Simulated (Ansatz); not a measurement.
**Mn2As: a prediction, then the measurements**

The calculation used DFT PBEsol, scalar-relativistic, plane waves, PAW in Ansatz.

Settings: cutoff 420 eV, Γ-centred mesh 10×10×6 on the computed 6-atom cell, Gaussian smearing of 0.10 eV; collinear spin from starting moments 2.16 2.16 3.06 3.06 0 0 μB.

Relaxed structure, symmetry kept:

```
CELL_PARAMETERS angstrom
3.54241 0.00000 0.00000
0.00000 3.54241 0.00000
0.00000 0.00000 6.23951
ATOMIC_POSITIONS crystal
Mn 0.00000 0.00000 0.00000
Mn 0.50000 0.50000 0.00000
Mn 0.50000 0.00000 0.64673
Mn 0.00000 0.50000 0.35327
As 0.50000 0.00000 0.26288
As 0.00000 0.50000 0.73712
```

```json
{
 "Space group": "P4/nmm (No. 129)",
 "Volume per atom": "88.1 bohr³",
 "Formation energy from the elements' standard states (uncorrected)": "-0.101 eV/atom",
 "Kohn–Sham band gap": "none (metal)",
 "Density of states at the Fermi level": "2.06 states/eV per cell",
 "Löwdin character within 0.5 eV of the Fermi level": "Mn 3d 88 %",
 "Bulk modulus": "152 GPa",
 "Its pressure derivative": "2.0",
 "Bader charges (e)": "Mn (2 in the cell) 0.28, Mn (2 in the cell) 0.57, As (2 in the cell) -0.85",
 "Total moment": "9.73 μB per cell",
 "Site moments (μB; atoms counted from 1 over the whole cell)": "Mn (atom 1) 1.96, Mn (atom 2) 1.96, Mn (atom 3) 2.79, Mn (atom 4) 2.79, As (atom 5) -0.08, As (atom 6) -0.08"
}
```

Only this magnetic start was tried.

**Experimental background.**

From “Quench switching of Mn2As”, 2024, arxiv:2411.01930, for a bulk crystal of Mn2As: lattice constant a 3.78 Å; lattice constant c 6.28 Å.

Against the measured lattice constant a of Mn2As, 3.78 Å (quoted in the paper above), the calculated 3.542 Å is off by -6.3 %. So large a difference can come from the functional (as between layers that it hardly binds), but also from another choice of axes, another phase or a misread value. The measured value has few digits, which limits the comparison. Measured lattice constant c of Mn2As: 6.28 Å (quoted in the paper above). This calculation gives 6.240 Å (-0.6 %). The calculation is for 0 K without zero-point motion.

Cost: 6 runs of about 30 core-minutes in all, on Arm Neoverse V1 (shared hosts).